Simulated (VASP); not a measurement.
# MgO: GW0, energies updated in G, by functional

MgO, Fm-3m (no. 225), 2 atoms in the cell.

| Functional | Quasiparticle gap on the mesh (eV) | Gap of the starting point on the mesh (eV) | Quasiparticle gap at the zone centre (eV) | Starting gap at the zone centre (eV) | Correction of the gap between the band edges on the mesh (eV) | Time (s) |
|---|---|---|---|---|---|---|
| LDA | 8.02 | 4.78 | 8.02 | 4.78 | 3.25 | 32 |
| PBE | 8.00 | 4.84 | 8.00 | 4.84 | 3.15 | 34 |
| PBEsol | 8.04 | 4.75 | 8.04 | 4.75 | 3.28 | 34 |
| r2SCAN | 8.38 | 5.73 | 8.38 | 5.73 | 2.65 | 41 |
| HSE06 | 8.62 | 6.62 | 8.62 | 6.62 | 2.00 | 64 |
| PBE0 | 8.83 | 7.39 | 8.83 | 7.39 | 1.44 | 51 |
| SCAN | 8.32 | 5.67 | 8.32 | 5.67 | 2.65 | 40 |
| RPBE | 8.03 | 4.95 | 8.03 | 4.95 | 3.08 | 30 |

Limits: the mesh is coarse: the screening isn't converged, and the gap may still move by about 0.1 eV.

## Input of the first row

INCAR.step1:
```
SYSTEM = MgO
ALGO = Normal
EDIFF = 1E-8
ENCUT = 500
GGA = CA
ISMEAR = 0
KPAR = 4
LASPH = .True.
LCHARG = .False.
LREAL = .False.
LWAVE = .True.
NELM = 150
PREC = Accurate
SIGMA = 0.05
```

INCAR.step2, as INCAR.step1 but for:
```
- ALGO = Normal
- NELM = 150
+ ALGO = Exact
+ ISTART = 1
+ LOPTICS = .True.
+ NBANDS = 120
+ NELM = 1
```

INCAR.step3:
```
SYSTEM = MgO
ALGO = EVGW0
ENCUT = 500
ENCUTGW = 200
GGA = CA
ISMEAR = 0
ISTART = 1
KPAR = 4
LASPH = .True.
LCHARG = .False.
LREAL = .False.
LWAVE = .False.
NBANDS = 120
NBANDSGW = 12
NELMGW = 4
NOMEGA = 96
OMEGAMAX = 30
PREC = Accurate
PRECFOCK = Fast
SIGMA = 0.05
```

KPOINTS:
```
k-points
0
Gamma
  4 4 4
```

POSCAR:
```
MgO
1.0
    0.0000000000      2.0970013927      2.0970013927
    2.0970013927      0.0000000000      2.0970013927
    2.0970013927      2.0970013927      0.0000000000
Mg O
1 1
Direct
    0.0000000000      0.0000000000      0.0000000000
    0.5000000000      0.5000000000      0.5000000000
```

Commands (each step's output is kept before the next begins):
```
cat potpaw_LDA.64/Mg_GW/POTCAR potpaw_LDA.64/O_GW/POTCAR > POTCAR
cp INCAR.step1 INCAR
mpirun -np 4 vasp_std > vasp.out
cp INCAR.step2 INCAR
mpirun -np 4 vasp_std > vasp.out
cp INCAR.step3 INCAR
mpirun -np 4 vasp_std > vasp.out
```

Changes of the last row against the first:
```
(all steps)
- GGA = CA
+ GGA = RP
- cat potpaw_LDA.64/Mg_GW/POTCAR potpaw_LDA.64/O_GW/POTCAR > POTCAR
+ cat potpaw_PBE.64/Mg_GW/POTCAR potpaw_PBE.64/O_GW/POTCAR > POTCAR
```

VASP 6.6.1 took 32 s on 4 cores (AMD EPYC 9R45 (Zen 5)), a shared host.
